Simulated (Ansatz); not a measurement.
Crystal: RbBr.

```
Rb Br
1.0
     0.00000    3.42700    3.42700
     3.42700    0.00000    3.42700
     3.42700    3.42700    0.00000
Rb Br
1 1
Direct
  0.00000 0.00000 0.00000
  0.50000 0.50000 0.50000
```

Base run:

- Program: Ansatz 0.2.0
- Functional: LDA
- Potentials or basis: Ansatz PAW
- Cutoff: 420 eV (not typed: the program's choice for these potentials)
- k mesh: 7 × 7 × 7
- Occupations: fermi-dirac, width 0.05 eV
- Spin: no spin polarisation

Its results: band gap on the k mesh 3.95 eV, direct; pressure -1.2 GPa.

Q: The run is repeated on the same cell with these changes: functional from LDA to r2SCAN; cutoff from 420 eV (not typed: the program's choice for these potentials) to 500 eV (not typed: the program's choice for these potentials). What comes out?

A: Band gap on the k mesh 4.97 eV, direct; pressure 0.5 GPa.

r2SCAN gives the wider gap, since meta-GGAs in the generalised Kohn-Sham scheme recover part of the derivative discontinuity.

Caveats: the PAW data sets come from PBE, with cores solved anew for the run's functional, which leaves a small shift of forces and pressure.
